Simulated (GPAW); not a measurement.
# Cd (P6_3/mmc) in GPAW: settings compared

Aim: see how the results for Cd move with the level of theory and the settings. Levels: PBEsol+D3, BP86+D3. Tasks: phonons, gruneisen.

Everything below comes from runs of GPAW 26.7.0. Logs are shortened: lines on timing, memory, paths and dates and some standing lists are left out, and cuts for length are marked. The log counts tension as positive stress, the text compression.

### Step 1. The crystal as given

Symmetry: P6_3/mmc, No. 194, hexagonal system. Conventional cell: a = 2.979 Å, b = 2.979 Å, c = 5.618 Å, α = 90.00°, β = 90.00°, γ = 120.00°. Cd (site symmetry -6m2) is surrounded by 12 Cd at 2.98 to 3.29 Å.

### Step 2. Phonons, PBEsol+D3

run.py reads:

```python
import json
import numpy as np
from ase import Atoms
from ase.calculators.mixing import SumCalculator
from ase.constraints import FixSymmetry
from ase.io import read, write
from ase.optimize import BFGS
from dftd3.ase import DFTD3
from phonopy import Phonopy
from phonopy.structure.atoms import PhonopyAtoms
from gpaw import GPAW, PW, setup_paths

setup_paths.insert(0, '.')

atoms = read('Cd.xyz')

calc = GPAW(mode=PW(510),
            xc='PBEsol',
            kpts={'size': (10, 10, 5), 'gamma': True},
            occupations={'name': 'fermi-dirac', 'width': 0.05},
            nbands=21,
            convergence={'density': 1e-06, 'eigenstates': 1e-09},
            maxiter=150,
            txt='gpaw.txt')
atoms.calc = SumCalculator([calc, DFTD3(method='pbesol', damping='d3zero')])
atoms.set_constraint(FixSymmetry(atoms))
BFGS(atoms, trajectory='relax.traj', logfile='-').run(fmax=0.005, steps=40)
atoms.set_constraint()
energy = atoms.get_potential_energy()
forces = atoms.get_forces()
stress = atoms.get_stress()
calc.write('gs.gpw')
write('result.traj', atoms)
print('Cell:', atoms.cell.cellpar().round(4))
print(atoms.get_scaled_positions().round(5))

def force_constants(scale):
    unit = PhonopyAtoms(symbols=atoms.get_chemical_symbols(), cell=atoms.cell[:] * scale**(1 / 3),
                        scaled_positions=atoms.get_scaled_positions())
    ph = Phonopy(unit, supercell_matrix=np.diag([1, 1, 1]), primitive_matrix=np.eye(3), symprec=1e-4)
    ph.generate_displacements(distance=0.03)
    forces = []
    for i, sc in enumerate(ph.supercells_with_displacements):
        a = Atoms(sc.symbols, cell=sc.cell, scaled_positions=sc.scaled_positions, pbc=True)
        c = GPAW(mode=PW(510),
                 xc='PBEsol',
                 kpts={'size': (10, 10, 5), 'gamma': True},
                 occupations={'name': 'fermi-dirac', 'width': 0.05},
                 nbands=21,
                 convergence={'density': 1e-06, 'eigenstates': 1e-09},
                 maxiter=150,
                 txt=f'disp-{scale:.3f}-{i:02d}.txt')
        a.calc = SumCalculator([c, DFTD3(method='pbesol', damping='d3zero')])
        f = a.get_forces()
        forces.append(f - f.mean(axis=0))
        print(f'displacement {i}: drift', f.mean(axis=0).round(5), flush=True)
    ph.forces = forces
    ph.produce_force_constants()
    ph.symmetrize_force_constants()
    return ph

qpoints = [[0.0, 0.0, 0.0]]
results = {}
for scale in [1.0]:
    ph = force_constants(scale)
    ph.run_qpoints(qpoints)
    nu = ph.qpoints.frequencies * 33.35641  # THz to cm^-1
    results[f'{scale:.3f}'] = nu.tolist()
    for qp, f in zip(qpoints, nu):
        print(scale, np.round(qp, 4), f.round(2))
json.dump(results, open('phonons.json', 'w'))
```

Cd.xyz reads:

```xyz
2
Lattice="2.9788700000 0.0000000000 0.0000000000 -1.4894350000 2.5797770946 0.0000000000 0.0000000000 0.0000000000 5.6176500000" Properties=species:S:1:pos:R:3 pbc="T T T"
Cd     1.4894350001      0.8599256981      4.2132375000
Cd    -0.0000000001      1.7198513965      1.4044125000
```

Potentials or basis: PAW data sets generated in the run's folder for this functional, pw.

The run is started by

```console
$ gpaw-setup -f PBEsol Cd
$ OMP_NUM_THREADS=1 python run.py
```

gpaw.txt:

```text
__  _  _
 | _ |_)|_||  |
 |__||  | ||/\| - 26.7.0

Input parameters:
  mode=PW(ecut=510.0),
  convergence={'density': 1e-06, 'eigenstates': 1e-09},
  kpts=MonkhorstPack(size=(10, 10, 5), gamma=True),
  maxiter=150,
  nbands=21,
  occupations=Occupations(name='fermi-dirac', width=0.05),
  xc=XC(name='PBEsol')

Diagonalizing LCAO Hamiltonian
Converting LCAO to pw mode

          Cd

        Cd

Atoms  # Å, Bohr magnetons
|   | symbol |        x |        y |        z |    initial magnetic moments |
|---|--------|----------|----------|----------|-----------------------------|
| 0 |     Cd | 1.489435 | 0.859926 | 4.213237 | ( 0.0000,  0.0000,  0.0000) |
| 1 |     Cd | 0.000000 | 1.719851 | 1.404413 | ( 0.0000,  0.0000,  0.0000) |

Unit cell  # Å
| periodic |         x |        y |        z |  lengths |     angles |
|----------|-----------|----------|----------|----------|------------|
|      yes |  2.978870 | 0.000000 | 0.000000 | 2.978870 |  90.000000 |
|      yes | -1.489435 | 2.579777 | 0.000000 | 2.978870 |  90.000000 |
|      yes |  0.000000 | 0.000000 | 5.617650 | 5.617650 | 120.000000 |

Number of symmetries: 12
Symmetry operations  # r_c * U_cc + t_c -> r_c
|    | kind |            matrix            |
|----|------|------------------------------|
|  0 |  σ   |  1, 1, 0,  0,-1, 0,  0, 0, 1 |
|  1 |  S6  |  1, 1, 0, -1, 0, 0,  0, 0,-1 |
|  2 |  E   |  1, 0, 0,  0, 1, 0,  0, 0, 1 |
|  3 |  C2  |  1, 0, 0, -1,-1, 0,  0, 0,-1 |
|  4 |  C2  |  0, 1, 0,  1, 0, 0,  0, 0,-1 |
|  5 |  C3  |  0, 1, 0, -1,-1, 0,  0, 0, 1 |
|  6 |  S6  |  0,-1, 0,  1, 1, 0,  0, 0,-1 |
|  7 |  σ   |  0,-1, 0, -1, 0, 0,  0, 0, 1 |
|  8 |  σ   | -1, 0, 0,  1, 1, 0,  0, 0, 1 |
|  9 |  i   | -1, 0, 0,  0,-1, 0,  0, 0,-1 |
| 10 |  C3  | -1,-1, 0,  1, 0, 0,  0, 0, 1 |
| 11 |  C2  | -1,-1, 0,  0, 1, 0,  0, 0,-1 |

BZ-sampling:
  Number of BZ points: 500
  Number of IBZ points: 58

  Monkhorst-Pack size: [10, 10, 5]
  Monkhorst-Pack shift: [0.05, 0.05, 0.0]

K-points  # in reciprocal-cell coordinates
|     |                                coordinates |     weight |
|-----|--------------------------------------------|------------|
|   0 | (  0.00000000,   0.00000000,   0.00000000) | 0.00200000 |
|   1 | (  0.00000000,   0.00000000,   0.20000000) | 0.00400000 |
|   2 | (  0.00000000,   0.00000000,   0.40000000) | 0.00400000 |
|   3 | (  0.10000000,   0.00000000,  -0.40000000) | 0.01200000 |
|   4 | (  0.10000000,   0.00000000,  -0.20000000) | 0.01200000 |
|   5 | (  0.10000000,   0.00000000,   0.00000000) | 0.01200000 |
|   6 | (  0.10000000,   0.00000000,   0.20000000) | 0.01200000 |
|   7 | (  0.10000000,   0.00000000,   0.40000000) | 0.01200000 |
|   8 | (  0.20000000,  -0.10000000,   0.00000000) | 0.01200000 |
|   9 | (  0.20000000,  -0.10000000,   0.20000000) | 0.02400000 |
| ... |                                            |            |
|  57 | (  0.50000000,   0.50000000,   0.40000000) | 0.01200000 |

Plane wave coefficients: 1161
Cutoff: 510.0 eV

Spin-components: 1 (collinear spins)
Bands:           21
Projectors:      12
Spin-degeneracy: 2
Datatype:        complex128

Parallelization:
  kpt:    1
  domain: 1
  band:   1

Density:
  Valence electrons: 24.0
  Components: 1
  Grid points: [16 16 30]
  Charge: 0.0  # |e|

Potential:
  Grid points: [16 16 30]

species:
  Cd:
    name:    Cadmium
    Z:       48.0
    valence: 12
    core:    36
    charge:  0.0  # [|e|]
    compensation charges:
      type: gauss
      rc: 0.38  # [Å]
      lmax: 2
    cutoffs:
      filter: 2.12  # [Å]
      core: 2.62  # [Å]
    projectors
    | kind |    occ | energy [eV] | rcut [Å] |
    |------|--------|-------------|----------|
    |   5s |  2.000 |      -5.696 |    1.191 |
    |   5p |  0.000 |      -1.145 |    1.228 |
    |   4d | 10.000 |     -11.735 |    1.164 |
    |    s |        |      21.516 |    1.191 |
    |    p |        |      26.066 |    1.228 |
    |    d |        |      15.476 |    1.164 |

    Using partial waves for Cd as LCAO basis

Reference energy: -304204.620699  # eV

eigensolver:
  PPCG
  Converge bands: occupied
  niter=2

density mixing:
  MSR1-Mixer
  Pratt-step length: 0.05
  Maximum mixing coefficient: 0.75
  Old densities: 10
  SVD Regularization: 0.005
  Good broyden scale: 1.0
  Trust region scale: 1.0
  Backstep threshold: 4.0
  History deletion threshold: 6.0
  Fourier metric: weight=20.0, sigma=0.015

occupation numbers:
  Fermi-Dirac:
    width: 0.0500  # eV

poisson solver:
  ecut: 4080.0  # eV

xc functional:
  name: PBEsol with 2 nearest neighbor stencil

convergence criteria:
- Maximum integral of absolute [dens]ity change: 1e-06 electrons / valence electron
- Maximum integral of absolute [eigenst]ate change: 1e-09 eV^2 / valence electron
- Maximum [total energy] change in last 3 cyles: 0.0005 eV / valence electron
maximum number of iterations: 150

SCF iterations
|iter     | |      energy | eigst |  dens |
|---------|-|-------------|-------|-------|
|iter:   1| |   -2.920073 | -0.61 |       |
|iter:   2| |   -2.897640 | -2.59 | -1.38 |
|iter:   3| |   -2.797974 | -2.14 | -1.42 |
|iter:   4| |   -2.795432 | -3.75 | -1.90 |
|iter:   5| |   -2.794960c| -4.18 | -2.36 |
|iter:   6| |   -2.794961c| -6.71 | -3.77 |
|iter:   7| |   -2.794961c| -7.64 | -4.18 |
|iter:   8| |   -2.794961c| -8.36 | -4.74 |
|iter:   9| |   -2.794961c| -9.60c| -5.19 |
|iter:  10| |   -2.794961c|-10.41c| -6.30c|

Converged in 10 steps
Energy contributions relative to reference atoms: (reference = -304204.620699)

Energy contributions:
  Kinetic:           7.168829
  Coulomb:          -4.460928
  Zero:              0.245435
  External:          0.000000
  Xc:               -5.747163
  Entropy:          -0.002270
  Spinorbit:         0.000000
  ----------------------------
  Free energy:      -2.796096
  Extrapolated:     -2.794961

dipole moment: (-0.000007, -0.000012, -0.000026)  # |e|*Ang

Fermi level: 7.375
Eigenvalues  # (at kpt = [0.000, 0.000, 0.000])
| band index |      eig [eV] | occ [0-2] |
|------------|---------------|-----------|
|          0 |        -2.278 |     2.000 |
|        ... |               |           |
|          5 |        -1.566 |     2.000 |
|          6 |        -1.349 |     2.000 |
|          7 |        -1.089 |     2.000 |
|          8 |        -1.089 |     2.000 |
|          9 |        -0.832 |     2.000 |
|         10 |        -0.832 |     2.000 |
[... 8 lines left out ...]
|         19 |        23.947 |     0.000 |
|         20 |        23.947 |     0.000 |

No gap
No difference between direct/indirect transitions

Forces  # eV/Ang
|       x |       y |        z |
|---------|---------|----------|
| 0.00000 | 0.00000 |  0.00001 |  # Cd   0
| 0.00000 | 0.00000 | -0.00001 |  # Cd   1

Stress tensor  # eV/Ang^3
|         x |         y |         z |
|-----------|-----------|-----------|
|  0.015433 |  0.000000 |  0.000000 |
| -0.000000 |  0.015433 | -0.000000 |
|  0.000000 | -0.000000 |  0.017167 |

# Writing to gs.gpw (mode='')
```

Wall time 74 s (1 thread of AMD EPYC 7B13 (Zen 3), shared host); peak memory 0.35 GiB.

Results:

```
Free energy                   : -3.3495 eV
Pressure after relaxing       : -4.3 GPa
Band gap on the k mesh        : none (metal or under the smearing width)
Highest phonon frequency at Γ : 76 cm⁻¹
Dispersion energy per atom    : -0.277 eV
```

Final structure:
```
CELL_PARAMETERS angstrom
2.97887 0.00000 0.00000
-1.48944 2.57978 0.00000
0.00000 0.00000 5.61765
ATOMIC_POSITIONS crystal
Cd 0.66667 0.33333 0.75000
Cd 0.33333 0.66667 0.25000
```

Phonon frequencies in cm⁻¹ (negative: imaginary):
| q point | frequencies |
| --- | --- |
| (0.000, 0.000, 0.000) | 0 0 0 30 30 76 |

Caveat: the cell is more than 3 GPa from zero pressure, which shifts response properties; the cutoff is short for stress and forces, so pressures can be off by a GPa or more; pairwise dispersion overbinds metals, which lowers pressure and volume.

[end of part 1 of 2]
